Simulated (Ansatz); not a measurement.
Consider the substitution at a C–C bond: `FCC(F)(C(F)(F)F)C(F)(F)F` + H–F → `FCC(F)(F)C(F)(F)F` + trifluoromethane.

Isolated molecules relaxed with PBE0-D4/def2-TZVP in Ansatz; ΔE leaves out vibrations. CCSD(T)/CBS adds triple-zeta CCSD(T) − MP2 to the extrapolated MP2 energy (def2 sets, frozen cores). This one scheme is used for every species. DFT in def2-TZVPP. HSE06 is defined as in plane-wave codes. Each species was taken in one conformer, which may not be the lowest.

```
             level  ΔE (kJ/mol)  difference from CCSD(T)/CBS
         revPBE-D4         -0.3                         -8.5
         r2SCAN-D4         -2.0                        -10.2
            B97M-V         -1.8                        -10.0
        r2SCANh-D4         -1.7                         -9.9
          HSE06-D4         -3.2                        -11.4
      CAM-B3LYP-D4         -7.3                        -15.5
          PBE-QIDH         -0.9                         -9.1
             BHLYP        -18.2                        -26.4
         CAM-B3LYP        -15.4                        -23.6
       HF/def2-SVP        -30.1                        -38.3
     CCSD/def2-SVP         -0.3                         -8.5
   CCSD/def2-TZVPP          0.6                         -7.6
     HF/def2-QZVPP        -32.0                        -40.2
SCS-MP2/def2-QZVPP          2.1                         -6.1
      HF/CBS(def2)        -32.1                        -40.3
    CCSD/CBS(def2)          3.8                         -4.4
       CCSD(T)/CBS          8.2                            0
```

Largest T1 diagnostic among the species: 0.012.

Leaving LDA and LC-ωPBE aside and taking each functional with its dispersion term where it has one, the values, not all of them listed here, spread over 11.7 kJ/mol, from B2PLYP to ωB97M-V. LDA lies +19.1 kJ/mol from PBE without D4. At CCSD(T), def2-SVP lies −4.9 kJ/mol from the extrapolated value and def2-TZVPP −3.1 kJ/mol. From BLYP to BHLYP (50 % exact exchange), in def2-TZVPP and without D4, ΔE moves by +8.5 kJ/mol.

CCSD(T)/CBS has its own doubt, a few kJ/mol and more with outer-core shells, so smaller differences from it don't rank the levels.
